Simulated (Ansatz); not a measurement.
## What tensor shear ε_yz = +3.32 % does to ZnTe

The parent structure is ZnTe in the zinc blende structure (space group F-43m, No. 216; a = 6.113 Å). Axes: x, y, z lie along the cube axes.

Perturbation: tensor shear ε_yz = +3.32 % (engineering shear γ = 0.0664), atoms relaxed at fixed cell.

Computed with r2SCAN in Ansatz (plane waves to 500 eV, PAW, without spin-orbit coupling). k-mesh 9×9×9 (Γ-centred); smearing 0.05 eV (Fermi–Dirac).

| quantity | base | changed | shift |
|---|---|---|---|
| space group | F-43m (No. 216) | Imm2 (No. 44) | – |
| energy relative to the base (free energy F) | 0 meV/atom | +13 meV/atom | +13 meV/atom |
| pressure (mean of the normal stresses, compression positive) | 0.01 GPa | 0.07 GPa | +0.068 GPa |
| band gap | 1.79 eV | 1.50 eV | -0.29 eV |
| gap character | direct at Γ | direct at Γ | – |
| valence-band top at Γ (three highest levels, from the VBM) | 0.00, 0.00, 0.00 eV | 0.00, -0.28, -0.43 eV | – |
| valley order (the lowest conduction-band minima on the path, energy above the VBM, named in the base's zone) | Γ 1.79 eV; L along ⟨111⟩ 2.20 eV; a point along ⟨100⟩, about 0.9 Å⁻¹ from Γ 2.54 eV | Γ 1.50 eV; L along [1-11] 1.70 eV; X along [100] 1.94 eV; L along [111] 2.24 eV | – |
| largest internal atomic displacement | – | 0.033 Å | – |
| stress (xx, yy, zz, yz, xz, xy; compression positive) | – | (-0.02, 0.12, 0.12, -2.25, 0.00, 0.00) GPa | – |

Spin-orbit coupling, missing from the scalar runs, can matter with Te. The cells carry an imposed strain or load. Whether these cells are dynamically stable was not tested. k-point labels follow each cell's own Brillouin zone.

Ansatz is a program for electronic structure.
